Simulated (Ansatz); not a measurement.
# MnS: frozen-core PAW against all-electron methods

```
Mn S
1.0
     0.00000    2.55096    2.55096
     2.55096    0.00000    2.55096
     2.55096    2.55096    0.00000
Mn S
1 1
Cartesian
  0.0000 0.0000 0.0000
  2.6710 2.5510 2.5510
```

Atom numbers follow the list: Mn1, S2.

The structure comes from a relaxation in the same program, started in the rocksalt type. Whether it is a known phase or the ground state wasn't checked. The listed cell was then made from it by scaling, straining or moving an atom.

Other magnetic orders may lie lower; this is the state that the run reached.

All numbers are computed: DFT, PBE, PAW with Ansatz's default frozen-core files, scalar-relativistic (Ansatz 0.2.0); DFT, PBE, all-electron PAW with datasets made for the crystal, scalar-relativistic (Ansatz 0.2.0); DFT, PBE, all-electron LAPW, scalar-relativistic (Ansatz 0.2.0).

For PAW: a Γ-centred 16×16×16 k mesh, Fermi–Dirac smearing of 0.08 eV, cutoff 420 eV, spin-polarised from start moments Mn1 4 μB. The crystal-made all-electron datasets (AE datasets) take a cutoff of 280 eV at this cell. LAPW targets a basis error of 0.5 meV/atom. The Ansatz runs share mesh, smearing and spin set-up. Plane-wave (PAW) pressures include the program's estimate of the Pulay term.

Stress and pressure are positive in compression.

The change that made this cell: atom 2 (S) moved by (0.1200, 0.0000, 0.0000) Å.

| quantity | PAW | AE datasets | LAPW |
| --- | --- | --- | --- |
| pressure (GPa) | 0.55 | 0.58 | 0.59 |
| stress xx (GPa) | 1.83 | 1.87 | 1.87 |
| stress yy (GPa) | -0.10 | -0.06 | -0.06 |
| stress zz (GPa) | -0.10 | -0.06 | -0.06 |
| force on Mn1, x (eV/Å) | 0.466 | 0.466 | 0.466 |
| force on S2, x (eV/Å) | -0.466 | -0.466 | -0.466 |
| moment of the cell (μB) | 4.505 | 4.507 | 4.507 |
